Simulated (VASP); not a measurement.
## HC60N3 (a cell with a defect): single point with r2SCAN

Crystal: HC60N3 (a cell with a defect).

```
H C N
1.0
     7.14000    0.00000    0.00000
     0.00000    7.14000    0.00000
     0.00000    0.00000    7.14000
H C N
1 60 3
Direct
  0.54474 0.54474 0.54474
  0.63515 0.63515 0.63515
  0.50149 0.75071 0.75071
  0.75071 0.50149 0.75071
  0.75071 0.75071 0.50149
  0.49509 0.25051 0.74946
  0.49509 0.74946 0.25051
  0.25051 0.49509 0.74946
  0.74946 0.49509 0.25051
  0.25051 0.74946 0.49509
  0.74946 0.25051 0.49509
  0.62358 0.37596 0.87342
  0.62358 0.87342 0.37596
  0.37596 0.62358 0.87342
  0.87342 0.62358 0.37596
  0.37596 0.87342 0.62358
  0.87342 0.37596 0.62358
  0.50509 0.25104 0.25104
  0.25104 0.50509 0.25104
  0.25104 0.25104 0.50509
  0.12740 0.62274 0.62274
  0.62274 0.12740 0.62274
  0.62274 0.62274 0.12740
  0.99996 0.49996 0.49996
  0.49996 0.99996 0.49996
  0.49996 0.49996 0.99996
  0.12782 0.37731 0.37731
  0.37731 0.12782 0.37731
  0.37731 0.37731 0.12782
  0.62393 0.87587 0.87587
  0.87587 0.62393 0.87587
  0.87587 0.87587 0.62393
  0.00112 0.74942 0.74942
  0.74942 0.00112 0.74942
  0.74942 0.74942 0.00112
  0.12373 0.37505 0.87613
  0.12373 0.87613 0.37505
  0.37505 0.12373 0.87613
  0.87613 0.12373 0.37505
  0.37505 0.87613 0.12373
  0.87613 0.37505 0.12373
  0.99875 0.24952 0.74934
  0.99875 0.74934 0.24952
  0.24952 0.99875 0.74934
  0.74934 0.99875 0.24952
  0.24952 0.74934 0.99875
  0.74934 0.24952 0.99875
  0.12378 0.12378 0.62469
  0.12378 0.62469 0.12378
  0.62469 0.12378 0.12378
  0.00174 0.25037 0.25037
  0.25037 0.00174 0.25037
  0.25037 0.25037 0.00174
  0.12494 0.87439 0.87439
  0.87439 0.12494 0.87439
  0.87439 0.87439 0.12494
  0.99997 0.99997 0.49989
  0.99997 0.49989 0.99997
  0.49989 0.99997 0.99997
  0.12540 0.12540 0.12540
  0.99978 0.99978 0.99978
  0.63516 0.36481 0.36481
  0.36481 0.63516 0.36481
  0.36481 0.36481 0.63516
```

The cell was built by a generator and needn't be a form met in nature.

```yaml
Program: VASP 6.6.1
Task: single point
Functional: r2SCAN
Potentials_or_basis: VASP PAW PBE potentials, release 64 (H, C, N)
Cutoff: 520 eV
k_mesh: 2 × 2 × 2
Occupations: gaussian, width 0.03 eV
Spin: no spin polarisation
Further_INCAR_settings: ALGO = Normal; EDIFF = 1e-06; NBANDS = 166
```

```json
{
  "Pressure": "-2.8 GPa",
  "Largest force": "2.628 eV/Å",
  "Band gap on the k mesh": "3.95 eV, indirect (least direct gap 4.01 eV)"
}
```

Forces on the atoms (eV/Å):
```
H    0.797  0.797  0.797
C   -1.517 -1.517 -1.517
C    0.126  0.226  0.226
C    0.226  0.126  0.226
C    0.226  0.226  0.126
C    0.006 -0.023  0.022
C    0.006  0.022 -0.023
C   -0.023  0.006  0.022
C    0.022  0.006 -0.023
C   -0.023  0.022  0.006
C    0.022 -0.023  0.006
C   -0.039  0.039 -0.021
C   -0.039 -0.021  0.039
C    0.039 -0.039 -0.021
C   -0.021 -0.039  0.039
C    0.039 -0.021 -0.039
C   -0.021  0.039 -0.039
C   -0.005 -0.027 -0.027
C   -0.027 -0.005 -0.027
C   -0.027 -0.027 -0.005
C    0.003 -0.023 -0.023
C   -0.023  0.003 -0.023
C   -0.023 -0.023  0.003
C    0.009 -0.002 -0.002
C   -0.002  0.009 -0.002
C   -0.002 -0.002  0.009
C    0.002  0.023  0.023
C    0.023  0.002  0.023
C    0.023  0.023  0.002
C   -0.108  0.110  0.110
C    0.110 -0.108  0.110
C    0.110  0.110 -0.108
C   -0.004  0.009  0.009
C    0.009 -0.004  0.009
C    0.009  0.009 -0.004
C    0.007  0.021 -0.009
C    0.007 -0.009  0.021
C    0.021  0.007 -0.009
C   -0.009  0.007  0.021
C    0.021 -0.009  0.007
C   -0.009  0.021  0.007
C   -0.004 -0.010  0.013
C   -0.004  0.013 -0.010
C   -0.010 -0.004  0.013
C    0.013 -0.004 -0.010
C   -0.010  0.013 -0.004
C    0.013 -0.010 -0.004
C    0.015  0.015 -0.024
C    0.015 -0.024  0.015
C   -0.024  0.015  0.015
C   -0.005 -0.020 -0.020
C   -0.020 -0.005 -0.020
C   -0.020 -0.020 -0.005
C    0.002 -0.005 -0.005
C   -0.005  0.002 -0.005
C   -0.005 -0.005  0.002
C    0.018  0.018  0.028
C    0.018  0.028  0.018
C    0.028  0.018  0.018
C    0.004  0.004  0.004
C    0.000  0.000  0.000
N   -0.015  0.027  0.027
N    0.027 -0.015  0.027
N    0.027  0.027 -0.015
```

Stress tensor (GPa, compression positive):
```
-2.83 -0.83 -0.83
-0.83 -2.83 -0.83
-0.83 -0.83 -2.83
```

Levels at points of the mesh, in eV from the valence-band top:
| k point | band 124 | band 125 | band 126 | band 127 | band 128 | band 129 | band 130 | band 131 | band 132 | band 133 |
| --- | --- | --- | --- | --- | --- | --- | --- | --- | --- | --- |
| (0.00, 0.00, 0.00) | -1.59 | -1.59 | -0.22 | 0.00 | 0.00 | 4.01 | 4.18 | 4.18 | 4.41 | 4.41 |
| (0.50, 0.00, 0.00) | -2.27 | -1.82 | -1.09 | -0.76 | -0.66 | 3.95 | 4.08 | 4.96 | 5.37 | 6.10 |
| (0.50, 0.50, 0.00) | -1.39 | -1.29 | -1.19 | -0.47 | -0.35 | 5.37 | 5.40 | 5.62 | 5.86 | 5.97 |
| (0.50, 0.50, 0.50) | -2.12 | -2.12 | -0.79 | -0.51 | -0.51 | 5.28 | 5.28 | 5.45 | 5.82 | 5.89 |

Run time: 14 min on 1 thread of Intel(R) Xeon(R) 6975P-C (Granite Rapids), on a shared host, peak memory 0.52 GiB.

Caveat: the k mesh is coarse (spacing up to 0.44 Å⁻¹), so the values aren't converged; the PAW data sets were made with another functional, which shifts forces and pressure a little. r2SCAN opens gaps a little over a GGA but as a rule still falls short of measured ones.
